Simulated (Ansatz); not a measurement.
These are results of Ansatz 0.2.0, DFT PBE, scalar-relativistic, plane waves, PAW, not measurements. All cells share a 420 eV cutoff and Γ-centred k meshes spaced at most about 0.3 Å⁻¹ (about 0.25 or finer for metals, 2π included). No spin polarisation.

All energies are static (0 K, no zero-point motion).

Two forms of Si4O were relaxed alike.

A. Space group P4/m (No. 83), tetragonal, a = 5.146 Å, c = 2.547 Å. Around Si lie 2 O at 2.40 Å, 5 Si at 2.46–2.55 Å and 2 Si at 2.87 Å; O has 8 Si at 2.40 Å and 2 O at 2.55 Å.

B. Space group P-3m1 (No. 164), trigonal, a = 2.696 Å, c = 10.307 Å. Si on its first site is surrounded by 3 O at 2.20 Å, 6 Si at 2.70 Å and 3 Si at 2.94 Å; around Si on its second site lie 9 Si at 2.70 Å and 3 Si at 2.94 Å; around O lie 6 Si at 2.20 Å and 6 O at 2.70 Å.

Task: Which form is favoured at zero pressure, and by what margin per atom?

Result: B is lower, by 108 meV/atom. A has space group P4/m (No. 83), 13.5 Å³/atom and no gap on its mesh; B has space group P-3m1 (No. 164), 13.0 Å³/atom and no gap. Counting Si atoms around O (those within 1.25 times the shortest such distance or 1.15 times the sum of covalent radii, 1.27 where that leaves under three; the shortest distance is added where it exceeds 1.18 times the sum of covalent radii), A has O 8 from 2.4 Å and B has O 6 from 2.2 Å. A holds Si–Si bonds in all directions (shortest 2.46 Å); in B the shortest Si–Si distance is 2.70 Å, near bonding range too. Even the lower one lies +0.16 eV/atom against the reference forms of the elements (uncorrected), so neither is stable at this level. Both come from invented guesses. The lowest form computed isn't among them: it has space group I4/mmm (No. 139), 15.1 Å³/atom and lies 130 meV/atom below the best shown.

No dispersion correction is applied, so the spacing and binding between layers, chains or molecules are poorly described (P-3m1), and this can change margins and order among such cells. Cells relaxed within their symmetry can be saddle points. Some types were kept out of the candidates beforehand, so the set may lack a known form.
